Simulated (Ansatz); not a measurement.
## W under changes of volume

One of the cells (16.822 Å³/atom); the others are scaled copies at fixed shape and fractional positions:

```
W
1.0
     2.80966    0.00000    0.00000
     0.00000    4.86387    0.00000
     0.00000    0.00000    4.92370
W
4
Direct
  0.79317 0.93684 0.75000
  0.20683 0.43684 0.75000
  0.20683 0.06316 0.25000
  0.79317 0.56316 0.25000
```

This isn't the form of W at room conditions, which is bcc.

```yaml
Program: Ansatz 0.2.0
Functional: PBE
Potentials_or_basis: Ansatz PAW
Cutoff: "420 eV (not typed: the program's choice for these potentials)"
k_mesh: 9 × 6 × 6
Occupations: fermi-dirac, width 0.05 eV
Spin: no spin polarisation
```

```csv
volume (Å³/atom),energy over the lowest point (meV/atom),pressure (GPa),largest force (eV/Å)
15.812,38.95,16.1,0.328
16.149,12.53,9.2,0.239
16.485,0.01,2.9,0.158
16.822,0.00,-2.7,0.090
17.158,11.25,-7.8,0.068
17.494,?,?,?
17.831,63.18,-16.5,0.171
```

Task: What does the run at 17.494 Å³/atom give?

Result: Energy over the lowest point 32.65 meV/atom; pressure -12.4 GPa; largest force 0.110 eV/Å.

Worked out: A Birch-Murnaghan fit of order 3 (a polynomial in V^(-2/3)) to the other rows has its minimum at 16.65 Å³/atom with B0 = V·E''(V) = 279 GPa and B' = 4.2 at fixed shape and positions, which overstates the stiffness. It gives 32.60 meV/atom at 17.494 Å³/atom, against the run's 32.65, and -dE/dV = -12.4 GPa, against -12.4.

Energies are extrapolated to zero smearing.
